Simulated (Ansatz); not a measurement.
**Sc in Ansatz: the effect of target pressure**

The system is Sc.

```
CELL_PARAMETERS angstrom
3.30900 0.00000 0.00000
-1.65450 2.86568 0.00000
0.00000 0.00000 5.27330
ATOMIC_POSITIONS crystal
Sc 0.66667 0.33333 0.75000
Sc 0.33333 0.66667 0.25000
```

Alike in all runs:

* Program: Ansatz 0.2.0
* Task: relaxation of cell and atoms
* Functional: PBE
* Potentials or basis: Ansatz PAW
* Cutoff: 420 eV (not typed: the program's choice for these potentials)
* k mesh: 9 × 9 × 5
* Occupations: fermi-dirac, width 0.05 eV
* Spin: no spin polarisation

Each run relaxes the cell or the atoms first.

```tsv
target pressure	relaxed volume (Å³/atom)
0 GPa	?
2 GPa	23.83
5 GPa	22.76
10 GPa	21.33
20 GPa	19.25
30 GPa	17.69
```

**Question.** What does the run with target pressure 0 GPa give?

**Answer.** Relaxed volume 24.68 Å³/atom.

Worked out: In Murnaghan's law V^(-B') rises as a straight line in P. The other rows fit best with B' = 2.5, V0 = 24.61 Å³/atom and B0 = 59 GPa, which gives 24.61 Å³/atom at 0 GPa, against the run's 24.68.

Caveats: the plane-wave basis is chosen anew once the cell has moved, so the energies of steps on either side of that aren't comparable; the volume moved by over 15 % at a fixed basis, so the end points are rough (some runs).
